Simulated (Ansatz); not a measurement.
# Te2Mo: the cost of one run

Computed with Ansatz 0.2.0 (DFT PBE, scalar-relativistic, plane waves, PAW, unless a step's input says otherwise).

1 further run of the same task is left out (it didn't finish).

## 1. Starting point

It takes space group P-6m2 (No. 187, hexagonal). The conventional cell has a = 3.560 Å, b = 3.560 Å, c = 17.524 Å, α = 90.00°, β = 90.00°, γ = 120.00°. Te (site symmetry 3m) is surrounded by 3 Mo at 2.73 Å. Mo (site symmetry -6m2) is surrounded by 6 Te at 2.73 Å.

As a file:

```xyz
3
Lattice="3.5602 0.0000 0.0000 -1.7801 3.0833 0.0000 0.0000 0.0000 17.5241" Properties=species:S:1:pos:R:3 pbc="T T T"
Te    0.0000    2.0555   15.7341
Te    0.0000    2.0555    1.7900
Mo    0.0000    0.0000    0.0000
```

The structure comes from the Materials Project (structure only).

## 2. Self-consistent density

Contents of input.yaml:

```yaml
crystal:
  lattice:
    - [3.560232814, 0.0, 0.0]
    - [-1.780116407, 3.0832520603, 0.0]
    - [0.0, 0.0, 17.52405782]
  atoms:
    - { symbol: Te, position: [0.33333333, 0.66666667, 0.89785545] }
    - { symbol: Te, position: [0.33333333, 0.66666667, 0.10214455] }
    - { symbol: Mo, position: [0.0, 0.0, 0.0] }
basis:
  ecutwfc: 500
  fft_grid_basis: typed
kpoints:
  mp_grid: { grid: [9, 9, 2] }
hamiltonian:
  xc: pbe
  pseudopotentials: { kind: paw }
scf:
  occupations: { method: gaussian, width: 0.05 }
output:
  forces: true
  stress: true
  eigenvalues: true
  bader: true
  write_density: true
  volumetric_format: npy
  elf: true
```

The run is started by

```sh
$ ansatz run input.yaml --threads 2 --pin off --max-ram 4096MiB --backend cpu --events-out ev --progress --plain --runs-dir out
```

What time and memory should one allow on 2 threads of Intel Xeon Platinum 8488C (Sapphire Rapids), shared host?

About 15 s, with a peak of 0.59 GiB.
